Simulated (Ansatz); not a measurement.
## SrO (CsCl-type structure)

Level of theory: DFT, PBE, scalar-relativistic, no spin polarisation; plane waves to 420 eV with PAW datasets (Ansatz 0.2.0), Γ-centred 4×4×4 mesh, 0.05 eV Gaussian smearing; PAW files: Ansatz's generated set soft_2.

```
CELL_PARAMETERS angstrom
6.26747 0.00000 0.00000
0.00000 6.26747 0.00000
0.00000 0.00000 6.26747
ATOMIC_POSITIONS crystal
Sr 0.00000 0.00000 0.00000
O 0.25000 0.25000 0.25000
Sr 0.00000 0.00000 0.50000
O 0.25000 0.25000 0.75000
Sr 0.00000 0.50000 0.00000
O 0.25000 0.75000 0.25000
Sr 0.00000 0.50000 0.50000
O 0.25000 0.75000 0.75000
Sr 0.50000 0.00000 0.00000
O 0.75000 0.25000 0.25000
Sr 0.50000 0.00000 0.50000
O 0.75000 0.25000 0.75000
Sr 0.50000 0.50000 0.00000
O 0.75000 0.75000 0.25000
Sr 0.50000 0.50000 0.50000
O 0.75000 0.75000 0.75000
```

This is a trial structure; measured cells of the compound in the Crystallography Open Database are in space group Fm-3m (rock salt).

The cell above (space group Pm-3m at a tolerance of 0.05 Å) comes from a relaxation within its symmetry on a finer mesh. All atoms were then moved at random (spread 0.05 Å) and the cell was relaxed without symmetry.

Q: Is the structure a local minimum under this test?

A: It doesn't stay. The energy falls by 323.0 meV/atom and the symmetry goes from Pm-3m to P6_3/mmc (No. 194, tolerance 0.05 Å), with a volume change of 12.3 %. The gap goes from 2.80 eV to 2.98 eV.

The relaxed cell:

```xyz
16
Lattice="6.2422 0.0002 0.0000 0.0002 6.1978 0.0000 0.0000 0.0000 7.1465" Properties=species:S:1:pos:R:3 pbc="T T T"
Sr   -0.0217    0.5121    0.8811
O     1.5389    1.5450    2.6678
Sr   -0.0217    0.5121    4.4544
O     1.5388    1.5450    6.2409
Sr   -0.0216    3.6109   -0.9055
O     1.5390    4.6439    0.8813
Sr   -0.0216    3.6110    2.6678
O     1.5390    4.6439    4.4543
Sr    3.0994   -0.5209   -0.9054
O     4.6600    1.5451    2.6677
Sr    3.0994   -0.5210    2.6677
O     4.6600    1.5451    6.2408
Sr    3.0995    2.5779    0.8811
O     4.6601    4.6440    0.8812
Sr    3.0995    2.5779    4.4543
O     4.6601    4.6440    4.4543
```

Conventional cell at that tolerance: a = 3.58 Å, b = 3.58 Å, c = 6.24 Å, α = 90.00°, β = 90.00°, γ = 120.00°.

```csv
"step (a selection, trial steps included)",E − E(end) (meV/atom)
1,337.5
2,358.2
3,316.5
5,274.2
6,250.1
7,191.1
8,150.4
10,75.7
11,45.0
12,22.2
13,15.7
15,0.6
16,0.6
17,0.0
```

Semilocal functionals underestimate band gaps, commonly by a third or more.
